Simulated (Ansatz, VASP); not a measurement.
Mg in VASP and in Ansatz

POSCAR

```
Mg
1.0
    0.0000000000      2.2442560000      2.2442560000
    2.2442560000      0.0000000000      2.2442560000
    2.2442560000      2.2442560000      0.0000000000
Mg
1
Direct
    0.0000000000      0.0000000000      0.0000000000
```

The input INCAR.step1:

```
ALGO     = Normal         # electronic algorithm
EDIFF    = 1E-4           # SCF threshold, eV
ENCUT    = 520            # plane-wave cutoff, eV
GGA      = PE             # functional
ISMEAR   = 1              # smearing method
ISPIN    = 2              # spin polarisation
LASPH    = True           # aspherical terms in the spheres
LCHARG   = False          # write CHGCAR
LREAL    = False          # projectors in reciprocal space
LWAVE    = True           # write WAVECAR
MAGMOM   = 0.5            # initial moments
NBANDS   = 11             # bands
NELM     = 150            # most SCF steps
PREC     = Accurate       # precision mode
SIGMA    = 0.1            # smearing width, eV
```

Contents of INCAR.step2:

```
ALGO     = Normal         # electronic algorithm
EDIFF    = 1E-7           # SCF threshold, eV
ENCUT    = 520            # plane-wave cutoff, eV
ISIF     = 2              # what is computed and relaxed
ISMEAR   = 1              # smearing method
ISPIN    = 2              # spin polarisation
ISTART   = 1            
LASPH    = True           # aspherical terms in the spheres
LCHARG   = False          # write CHGCAR
LMIXTAU  = True         
LORBIT   = 11             # projections on sites
LREAL    = False          # projectors in reciprocal space
LWAVE    = False          # write WAVECAR
MAGMOM   = 0.5            # initial moments
METAGGA  = R2SCAN         # meta-GGA
NBANDS   = 11             # bands
NELM     = 150            # most SCF steps
PREC     = Accurate       # precision mode
SIGMA    = 0.1            # smearing width, eV
```

The input KPOINTS:

```
k-points
0
Gamma
  10 10 10
```

Contents of input.yaml:

```yaml
crystal:
  lattice:
    - [0.0, 2.244256, 2.244256]
    - [2.244256, 0.0, 2.244256]
    - [2.244256, 2.244256, 0.0]
  atoms:
    - { symbol: Mg, position: [0.0, 0.0, 0.0], spin: 0.5 }
kpoints:
  mp_grid: { grid: [10, 10, 10] }
scf:
  occupations: { method: cold, width: 0.1 }
  mixing: { algorithm: anderson, beta: 0.2 }
hamiltonian:
  xc: r2scan
  pseudopotentials: { kind: all_electron, datasets: crystal }
magnetization:
  spin_polarized: true
output:
  forces: true
  stress: true
  eigenvalues: true
```

This isn't the form of Mg at room conditions, which is hcp.

Alike in both runs: task single point; functional r2SCAN; k mesh 10 × 10 × 10; collinear spin.

```csv
,VASP,Ansatz
version,VASP 6.6.1,Ansatz 0.2.0
potentials or method,"VASP PAW PBE potentials, release 64 (Mg)",all-electron PAW datasets made for the crystal
plane-wave cutoff (eV),520,see its input
occupations,"methfessel-paxton of order 1, width 0.1 eV","cold, width 0.1 eV"
```

```tsv
	VASP	Ansatz	Ansatz less VASP
gap on the k mesh at the Fermi level (eV)	none	none	-
pressure (GPa)	0.0	0.2	+0.24
net moment per atom (μB)	0.00	0.00	0.000
```

A gap of «none» marks a metal or a gap that the smearing closes. Ansatz ran all-electron here, so the differences hold the error of VASP's frozen core and of both bases.

Caveats: the PAW data sets were made with another functional, which shifts forces and pressure a little (VASP); the starting moments weren't kept (Ansatz).
